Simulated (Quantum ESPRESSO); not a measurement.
Input of a Quantum ESPRESSO 7.5 run:

The input run.py:

```python
import numpy as np
from ase.calculators.espresso import Espresso, EspressoProfile
from ase.io import read

atoms = read('Ag.cif')

input_data = {
    'control': {'calculation': 'scf', 'prefix': 'pwscf', 'outdir': './tmp', 'tprnfor': True, 'tstress': True, 'disk_io': 'nowf'},
    'system': {'ecutwfc': 82.0, 'nbnd': 16, 'input_dft': 'pw86pbe', 'occupations': 'smearing', 'smearing': 'fd', 'degauss': 0.00367493},
    'electrons': {'conv_thr': 2e-10, 'electron_maxstep': 120, 'mixing_beta': 0.5},
}
pseudopotentials = {'Ag': 'Ag.upf'}
profile = EspressoProfile(command='pw.x', pseudo_dir='pseudo')
dft = Espresso(profile=profile, input_data=input_data, pseudopotentials=pseudopotentials, kpts=(11, 11, 11), koffset=(0, 0, 0))
from ase.calculators.mixing import SumCalculator
from dftd4.ase import DFTD4
d4 = DFTD4(method='pw86pbe')
atoms.calc = SumCalculator([dft, d4])

from ase.eos import EquationOfState
from ase.units import GPa
cell, v, e = atoms.cell.copy(), [], []
for x in [0.94, 0.96, 0.98, 1.0, 1.02, 1.04, 1.06]:
    atoms.set_cell(cell * x ** (1 / 3), scale_atoms=True)
    v.append(atoms.get_volume() / len(atoms))
    e.append(atoms.get_potential_energy() / len(atoms))
    print(f'V {v[-1]:.6f} A^3/atom  E {e[-1]:.8f} eV/atom')
v0, e0, b0 = EquationOfState(v, e, eos='birchmurnaghan').fit()
print(f'V0 {v0:.5f} A^3/atom  E0 {e0:.6f} eV/atom  B0 {b0 / GPa:.2f} GPa')
```

Ag.cif

```cif
data_Ag
_cell_length_a 2.88888475
_cell_length_b 2.88888475
_cell_length_c 2.88888475
_cell_angle_alpha 60.00000000
_cell_angle_beta 60.00000000
_cell_angle_gamma 60.00000000
_space_group_name_H-M_alt 'P1'
_space_group_name_Hall 'P 1'
_space_group_IT_number 1
loop_
_space_group_symop_operation_xyz
'x,y,z'
loop_
_atom_site_label
_atom_site_type_symbol
_atom_site_symmetry_multiplicity
_atom_site_Wyckoff_symbol
_atom_site_fract_x
_atom_site_fract_y
_atom_site_fract_z
_atom_site_occupancy
Ag1 Ag 1 a 0.0000000000 0.0000000000 0.0000000000 1
```

Potentials or basis: PseudoDojo 0.4.1 SR PBE standard.

Launch:

```sh
$ OMP_NUM_THREADS=1 python run.py
```

Task: Predict the equilibrium volume.

Result: 17.82 Å³/atom.

Task: Estimate the pressure derivative of the bulk modulus.

Result: 6.0.

Task: What does it give for the bulk modulus?

Result: 93 GPa.

Energy against volume, from the lowest point:
| volume (Å³/atom) | energy (meV/atom) |
| --- | --- |
| 16.025 | 67.66 |
| 16.366 | 42.25 |
| 16.707 | 23.53 |
| 17.048 | 10.75 |
| 17.389 | 3.10 |
| 17.730 | 0.00 |
| 18.071 | 0.81 |

Caveat: the potentials were made for another functional, which shifts forces and pressure. Zero-point motion and thermal expansion aren't in these numbers.
